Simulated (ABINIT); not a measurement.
# TePb (Pnma) in ABINIT: band structure with PBEsol

Aim: the band structure of TePb with PBEsol.

Program: ABINIT 10.8.3 (patched build). These are calculated values, not measurements. Logs are shortened: lines on timing, memory, paths and dates and some standing lists are left out, and cuts for length are marked. The log counts tension as positive stress, the text compression.

## 1. The structure

It takes space group Pnma (No. 62, orthorhombic). The conventional cell has a = 7.972 Å, b = 4.571 Å, c = 7.915 Å, α = 90.00°, β = 90.00°, γ = 90.00°. Around Pb (site symmetry m) lie 6 Te at 3.30 to 3.31 Å. Around Te (site symmetry m) lie 6 Pb at 3.30 to 3.31 Å.

The cell comes from a database or a generator and needn't be the stable form of this composition.

## 2. Band structure, PBEsol

run.abi reads:

```
# Datasets: ground state, then fixed potential
ndtset 2

# Pseudopotentials
pp_dirpath "./"
pseudos "Pb.GGA_PBE-JTH.xml, Te.GGA_PBE-JTH.xml"

# Structure
acell 3*1.0 Angstrom
rprim
     7.9717385000     0.0000000000     0.0000000000
     0.0000000000     4.5705828900     0.0000000000
     0.0000000000     0.0000000000     7.9149684600
ntypat 2
znucl 82 52
natom 8
typat 1 1 1 1 2 2 2 2
xred
     0.9984680700     0.2500000000     0.2512549200
     0.4984680700     0.2500000000     0.2487450800
     0.5015319300     0.7500000000     0.7512549200
     0.0015319300     0.7500000000     0.7487450800
     0.7510934300     0.2500000000     0.9166170000
     0.2510934300     0.2500000000     0.5833830000
     0.7489065700     0.7500000000     0.4166170000
     0.2489065700     0.7500000000     0.0833830000
chkprim 0
chksymtnons 0
tolsym 1.0e-6

# Plane-wave basis
ecut 22.0
pawecutdg 44.0
pawxcdev 0

# Exchange and correlation
ixc -116133

# Bands and occupations
occopt 3
tsmear 0.05 eV

# SCF cycle
nstep 100

# Output
iomode 3
prtwf 0
prteig 0
prtebands 0
enunit 1
prtden1 1

# Dataset 1
kptopt1 1
ngkpt1 3 5 3
nshiftk1 1
shiftk1 0.0 0.0 0.0
nband1 48
tolvrs1 1.0e-9

# Dataset 2: bands along G-X-S-Y-G-Z-U-R-T-Z
iscf2 -2
getden2 1
nband2 54
nbdbuf2 4
tolwfr2 1.0e-11
kptopt2 -9
ndivsm2 5
prteig2 1
kptbounds2
     0.0000000000     0.0000000000     0.0000000000
     0.0000000000     0.5000000000     0.0000000000
     0.0000000000     0.5000000000     0.5000000000
     0.0000000000     0.0000000000     0.5000000000
     0.0000000000     0.0000000000     0.0000000000
     0.5000000000     0.0000000000     0.0000000000
     0.5000000000     0.5000000000     0.0000000000
     0.5000000000     0.5000000000     0.5000000000
     0.5000000000     0.0000000000     0.5000000000
     0.5000000000     0.0000000000     0.0000000000
```

Potentials or basis: JTH PAW PBE v2.0.

Started as:

```
$ abinit run.abi > log 2>&1
```

run.abo:

```text
.Version 10.8.3 of ABINIT
 DATASET    1 : space group Pn m a (# 62); Bravais oP (primitive ortho.)
================================================================================
 Values of the parameters that define the memory need for DATASET  1.
     intxc =       0    ionmov =       0      iscf =      17    lmnmax =      18
     lnmax =       6     mgfft =      64  mpssoang =       3    mqgrid =    4499
     natom =       8  nloc_mem =       2    nspden =       1   nspinor =       1
    nsppol =       1      nsym =       8    n1xccc =       1    ntypat =       2
    occopt =       3   xclevel =       2
       mpw =        9614          nfft =      163840          nkpt =          12
 PAW method is used; the additional fine FFT grid is defined by:
   mgfftf=        90    nfftf =    437400
================================================================================
================================================================================

 DATASET    2 : space group Pn m a (# 62); Bravais oP (primitive ortho.)
================================================================================
 Values of the parameters that define the memory need for DATASET  2.
     intxc =       0    ionmov =       0      iscf =      -2    lmnmax =      18
     lnmax =       6     mgfft =      64  mpssoang =       3    mqgrid =    4499
     natom =       8  nloc_mem =       2    nspden =       1   nspinor =       1
    nsppol =       1      nsym =       8    n1xccc =       1    ntypat =       2
    occopt =       3   xclevel =       2
       mpw =        9624          nfft =      163840          nkpt =          62
 PAW method is used; the additional fine FFT grid is defined by:
   mgfftf=        90    nfftf =    437400
================================================================================
================================================================================

--------------------------------------------------------------------------------
------------- Echo of variables that govern the present computation ------------
--------------------------------------------------------------------------------
 -outvars: echo values of preprocessed input variables --------
            acell      1.8897261259E+00  1.8897261259E+00  1.8897261259E+00 Bohr
              amu      2.07200000E+02  1.27600000E+02
          chkprim           0
      chksymtnons           0
             ecut      2.20000000E+01 Hartree
           enunit           1
           getden1          0
           getden2          1
             iscf1         17
             iscf2         -2
                       outvar_i_n : Printing only first  50 k-points.
              ixc     -116133
           jdtset        1    2
                       outvar_i_n : Printing only first  50 k-points.
           kptopt1          1
           kptopt2         -9
         kptrlatt        3    0    0      0    5    0      0    0    3
          kptrlen1     4.31857495E+01
          kptrlen2     3.00000000E+01
            natom           8
            nband1         48
            nband2         54
           nbdbuf1          0
           nbdbuf2          4
           ndtset           2
           ndivsm1          0
           ndivsm2          5
            ngfft          64      40      64
          ngfftdg          90      54      90
             nkpt1         12
             nkpt2         62
            nstep         100
             nsym           8
           ntypat           2
           occopt           3
        pawecutdg      4.40000000E+01 Hartree
         pawxcdev           0
        prtebands           0
           prteig1          0
           prteig2          1
            prtwf           0
            rprim      7.9717385000E+00  0.0000000000E+00  0.0000000000E+00
                       0.0000000000E+00  4.5705828900E+00  0.0000000000E+00
                       0.0000000000E+00  0.0000000000E+00  7.9149684600E+00
           shiftk1     0.00000000E+00  0.00000000E+00  0.00000000E+00
           shiftk2     5.00000000E-01  5.00000000E-01  5.00000000E-01
          spgroup          62
           tolsym      1.00000000E-06
           tolvrs1     1.00000000E-09
           tolvrs2     0.00000000E+00
           tolwfr1     0.00000000E+00
           tolwfr2     1.00000000E-11
           tsmear      1.83746611E-03 Hartree
            typat      1  1  1  1  2  2  2  2
           useylm           1
                       outvars : Printing only first  50 k-points.
           xangst      7.9595263546E+00  1.1426457225E+00  1.9886747672E+00
                       3.9736571046E+00  1.1426457225E+00  1.9688094628E+00
                       3.9980813954E+00  3.4279371675E+00  5.9461589972E+00
                       1.2212145360E-02  3.4279371675E+00  5.9262936928E+00
[... 1361 lines left out ...]

--- !ResultsGS
iteration_state: {dtset: 2, }
comment   : Summary of ground state results
lattice_vectors:
- [ 15.0644025,   0.0000000,   0.0000000, ]
- [  0.0000000,   8.6371499,   0.0000000, ]
- [  0.0000000,   0.0000000,  14.9571227, ]
lattice_lengths: [  15.06440,    8.63715,   14.95712, ]
lattice_angles: [ 90.000,  90.000,  90.000, ] # degrees, (23, 13, 12)
lattice_volume:   1.9461236E+03
convergence: {deltae:  0.000E+00, res2:  0.000E+00, residm:  9.997E-12, diffor:  0.000E+00, }
etotal    :  -2.78403377E+02
entropy   :   0.00000000E+00
fermie    :  -3.20248465E-02
cartesian_stress_tensor: null
pressure_GPa: null
xred      :
- [  9.9847E-01,   2.5000E-01,   2.5125E-01, Pb]
- [  4.9847E-01,   2.5000E-01,   2.4875E-01, Pb]
- [  5.0153E-01,   7.5000E-01,   7.5125E-01, Pb]
- [  1.5319E-03,   7.5000E-01,   7.4875E-01, Pb]
- [  7.5109E-01,   2.5000E-01,   9.1662E-01, Te]
- [  2.5109E-01,   2.5000E-01,   5.8338E-01, Te]
- [  7.4891E-01,   7.5000E-01,   4.1662E-01, Te]
- [  2.4891E-01,   7.5000E-01,   8.3383E-02, Te]
cartesian_forces: null
force_length_stats: {min: null, max: null, mean: null, }
...

 Integrated electronic density in atomic spheres:
 ------------------------------------------------
 Atom  Sphere_radius  Integrated_density
    1        2.40264         11.31715456
    2        2.40264         11.31715456
    3        2.40264         11.31715456
    4        2.40264         11.31715456
    5        2.31107          3.09735756
    6        2.31107          3.09735756
    7        2.31107          3.09735756
    8        2.31107          3.09735756

================================================================================

 ----iterations are completed or convergence reached----

 Mean square residual over all n,k,spin=   57.029E-13; max=  99.970E-13
 reduced coordinates (array xred) for    8 atoms
       0.998468070000      0.250000000000      0.251254920000
       0.498468070000      0.250000000000      0.248745080000
       0.501531930000      0.750000000000      0.751254920000
       0.001531930000      0.750000000000      0.748745080000
       0.751093430000      0.250000000000      0.916617000000
       0.251093430000      0.250000000000      0.583383000000
       0.748906570000      0.750000000000      0.416617000000
       0.248906570000      0.750000000000      0.083383000000

 cartesian coordinates (angstrom) at end:
    1      7.95952635463970     1.14264572250000     1.98867476721982
    2      3.97365710463969     1.14264572250000     1.96880946278018
    3      3.99808139536030     3.42793716750000     5.94615899721982
    4      0.01221214536030     3.42793716750000     5.92629369278018
    5      5.98752041302805     1.14264572250000     7.25499464489982
    6      2.00165116302805     1.14264572250000     4.61745804510018
    7      5.97008733697194     3.42793716750000     3.29751041489982
    8      1.98421808697194     3.42793716750000     0.65997381510018
 length scales=  1.889726125908  1.889726125908  1.889726125908 bohr
              =  1.000000000000  1.000000000000  1.000000000000 angstroms
 Eigenvalues (   eV  ) for nkpt=  62  k points:
 kpt#   1, nband= 54, wtk=  1.00000, kpt=  0.0000  0.0000  0.0000 (reduced coord)
 -18.04515  -18.02897  -18.02026  -18.01159  -18.01156  -18.00824  -18.00565  -18.00160
 -18.00151  -17.99861  -17.99358  -17.99297  -17.98264  -17.98117  -17.97811  -17.96938
 -17.96910  -17.96839  -17.95163  -17.93814  -12.99411  -11.78642  -11.66867  -11.57423
  -9.80338   -9.46211   -8.89787   -7.41152   -5.21996   -4.70467   -3.69373   -2.84134
  -2.46358   -2.46307   -2.07484   -2.07475   -1.92581   -1.92485   -1.92350   -1.00876
  -0.84234   -0.74791   -0.00948    1.04701    1.11106    1.11224    1.41740    1.41946
   2.67023    3.19982    3.47408    3.57881    3.62165    4.02348
 kpt#   2, nband= 54, wtk=  1.00000, kpt=  0.0000  0.0556  0.0000 (reduced coord)
 -18.04446  -18.02876  -18.02011  -18.01219  -18.01122  -18.00765  -18.00647  -18.00171
 -18.00107  -17.99838  -17.99351  -17.99326  -17.98307  -17.98153  -17.97798  -17.96955
 -17.96914  -17.96861  -17.95134  -17.93813  -12.97738  -11.77602  -11.65952  -11.56364
  -9.78808   -9.48281   -8.89028   -7.45757   -5.20261   -4.68330   -3.75254   -2.83034
  -2.53225   -2.47796   -2.30557   -2.21858   -2.10575   -1.90845   -1.83102   -1.16664
  -0.62114   -0.49483    0.12764    1.06639    1.07550    1.24250    1.34550    1.47189
   2.68182    3.24427    3.38345    3.52942    3.65580    3.91238
 kpt#   3, nband= 54, wtk=  1.00000, kpt=  0.0000  0.1111  0.0000 (reduced coord)
[... 465 lines left out ...]
 -17.99151  -17.99151  -17.98991  -17.98991  -17.98283  -17.98283  -17.98175  -17.98175
 -17.97840  -17.97840  -17.97727  -17.97727  -12.52902  -12.52902  -11.63340  -11.63340
  -9.27818   -9.27818   -8.51935   -8.51935   -4.04345   -4.04345   -3.27548   -3.27548
  -3.09725   -3.09725   -2.64307   -2.64307   -2.22942   -2.22942   -1.89878   -1.89878
   0.80706    0.80706    1.06712    1.06712    1.19884    1.19884    1.53150    1.53150
   1.79780    1.79780    1.84740    1.84740    5.42191    5.58101
 kpt#  62, nband= 54, wtk=  1.00000, kpt=  0.5000  0.0000  0.0000 (reduced coord)
 -18.02339  -18.02339  -18.00561  -18.00561  -18.00552  -18.00552  -17.99419  -17.99419
 -17.99138  -17.99138  -17.99017  -17.99017  -17.98246  -17.98246  -17.98171  -17.98171
 -17.97809  -17.97809  -17.97693  -17.97693  -12.54566  -12.54566  -11.59772  -11.59772
  -9.31660   -9.31660   -8.51189   -8.51189   -4.00485   -4.00485   -3.36484   -3.36484
  -3.11443   -3.11443   -2.29049   -2.29049   -2.19847   -2.19847   -2.19840   -2.19840
   1.04095    1.04095    1.13741    1.13741    1.16377    1.16377    1.16536    1.16536
   1.79422    1.79422    1.85076    1.85076    5.51952    5.57199

== END DATASET(S) ==============================================================
================================================================================

 -outvars: echo values of variables after computation  --------
            acell      1.8897261259E+00  1.8897261259E+00  1.8897261259E+00 Bohr
           etotal1    -2.7840337746E+02
            fcart1    -4.8343111936E-06 -2.2833368488E-32 -7.3775963695E-05
                      -4.8343111936E-06 -7.5350116011E-31  7.3775963695E-05
                       4.8343111936E-06  3.4250052732E-31 -7.3775963695E-05
                       4.8343111936E-06  5.2516747523E-31  7.3775963695E-05
                      -6.2263173569E-05 -2.2833368488E-32  3.7334307354E-05
                      -6.2263173569E-05 -2.2833368488E-32 -3.7334307354E-05
                       6.2263173569E-05 -2.2833368488E-32  3.7334307354E-05
                       6.2263173569E-05 -2.2833368488E-32 -3.7334307354E-05
            rprim      7.9717385000E+00  0.0000000000E+00  0.0000000000E+00
                       0.0000000000E+00  4.5705828900E+00  0.0000000000E+00
                       0.0000000000E+00  0.0000000000E+00  7.9149684600E+00
           strten1     8.5489310306E-05  7.0003828047E-05  7.3638004751E-05
                       0.0000000000E+00  0.0000000000E+00  0.0000000000E+00
           xangst      7.9595263546E+00  1.1426457225E+00  1.9886747672E+00
                       3.9736571046E+00  1.1426457225E+00  1.9688094628E+00
                       3.9980813954E+00  3.4279371675E+00  5.9461589972E+00
                       1.2212145360E-02  3.4279371675E+00  5.9262936928E+00
                       5.9875204130E+00  1.1426457225E+00  7.2549946449E+00
                       2.0016511630E+00  1.1426457225E+00  4.6174580451E+00
                       5.9700873370E+00  3.4279371675E+00  3.2975104149E+00
                       1.9842180870E+00  3.4279371675E+00  6.5997381510E-01
             xred      9.9846807000E-01  2.5000000000E-01  2.5125492000E-01
                       4.9846807000E-01  2.5000000000E-01  2.4874508000E-01
                       5.0153193000E-01  7.5000000000E-01  7.5125492000E-01
                       1.5319300000E-03  7.5000000000E-01  7.4874508000E-01
                       7.5109343000E-01  2.5000000000E-01  9.1661700000E-01
                       2.5109343000E-01  2.5000000000E-01  5.8338300000E-01
                       7.4890657000E-01  7.5000000000E-01  4.1661700000E-01
                       2.4890657000E-01  7.5000000000E-01  8.3383000000E-02
 Calculation completed.
```

It took 24 min on 1 thread of AMD EPYC 7R43 (Zen 3), shared host; peak memory 0.66 GiB.

Results:

| Property | Result |
| --- | --- |
| Free energy | -7575.7418 eV |
| Pressure | -2.2 GPa |
| Largest force | 0.004 eV/Å |
| Band gap on the k mesh | 0.10 eV |
| Band gap along the path | 0.03 eV |
| Valence electrons inside the program's atomic spheres | Pb 11.32; Te 3.10 |

Forces in eV/Å, atoms in the order of the input:
```
Pb   0.000  0.000 -0.004
Pb   0.000  0.000  0.004
Pb   0.000  0.000 -0.004
Pb   0.000  0.000  0.004
Te  -0.003  0.000  0.002
Te  -0.003  0.000 -0.002
Te   0.003  0.000  0.002
Te   0.003  0.000 -0.002
```

Levels at the corners of the path, in eV from the valence-band top:
| point | band 37 | band 38 | band 39 | band 40 | band 41 | band 42 | band 43 | band 44 |
| --- | --- | --- | --- | --- | --- | --- | --- | --- |
| Γ | -1.05 | -1.05 | -1.05 | -0.13 | 0.03 | 0.13 | 0.87 | 1.92 |
| X | -2.38 | -2.38 | -0.35 | -0.35 | 1.49 | 1.49 | 2.24 | 2.24 |
| S | -1.20 | -1.20 | -1.05 | -1.05 | 0.13 | 0.13 | 0.87 | 0.87 |
| Y | -1.14 | -1.14 | -1.05 | -1.05 | 0.67 | 0.67 | 1.34 | 1.34 |
| Γ | -1.05 | -1.05 | -1.05 | -0.13 | 0.03 | 0.13 | 0.87 | 1.92 |
| Z | -1.32 | -1.32 | -1.32 | -1.32 | 1.92 | 1.92 | 2.01 | 2.01 |
| U | -1.24 | -1.24 | -1.24 | -1.24 | 0.66 | 0.66 | 0.66 | 0.66 |
| R | -2.24 | -2.24 | -2.24 | -2.24 | 1.92 | 1.92 | 1.92 | 1.92 |
| T | -1.30 | -1.30 | -1.27 | -1.27 | 1.83 | 1.83 | 1.86 | 1.86 |
| Z | -1.32 | -1.32 | -1.32 | -1.32 | 1.92 | 1.92 | 2.01 | 2.01 |

Caveat: the PAW data sets were made with another functional, which shifts forces and pressure a little; spin-orbit coupling is left out, which as a rule narrows the gap of such compounds by several tenths of an eV.
